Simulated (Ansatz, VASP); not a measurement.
W and the effect of the dispersion correction

The cell as given:

The structure is cubic, space group Im-3m (No. 229). The conventional cell has a = 3.165 Å, b = 3.165 Å, c = 3.165 Å, α = 90.00°, β = 90.00°, γ = 90.00°. Around W (site symmetry m-3m) lie 8 W at 2.74 Å.

Kept alike: task relaxation of cell and atoms; functional r2SCAN; k mesh 12 × 12 × 12; occupations fermi-dirac, width 0.05 eV; no spin polarisation. Program: Ansatz, Ansatz PAW, cutoff 500 eV. The mesh is that of the run's cell of 1 atom. No spin-orbit coupling.

| dispersion correction | volume (Å³/atom) |
| --- | --- |
| D3(BJ) | 15.762 |
| D4 | 15.833 |
| none | 15.924 |
| rVV10 | 15.808 |

The relaxations keep at least the cell's symmetry (Im-3m). For a metal such a mesh leaves the last digits unconverged. Relaxations stop with a little pressure left, so the last digits of a volume or edge aren't settled. All rows use potentials made for PBE.

Q: What does the dispersion correction change here?

A: The volume runs from 15.762 (D3(BJ)) to 15.924 Å³/atom (none). Against no correction: D3(BJ) -1.0 %; D4 -0.6 %; rVV10 -0.7 %. Dispersion terms mostly attract and so lower the volume; the schemes' coefficients and damping set how far. Measured: 15.8 Å³/atom (arxiv:2311.02034); nearest rVV10, 0.01 Å³/atom off. The runs are for a static lattice. A twin series (VASP, PBE PAW files W_sv, 600 eV) moves it by +0.0838 between D3(BJ) and rVV10, against +0.0466 Å³/atom here.
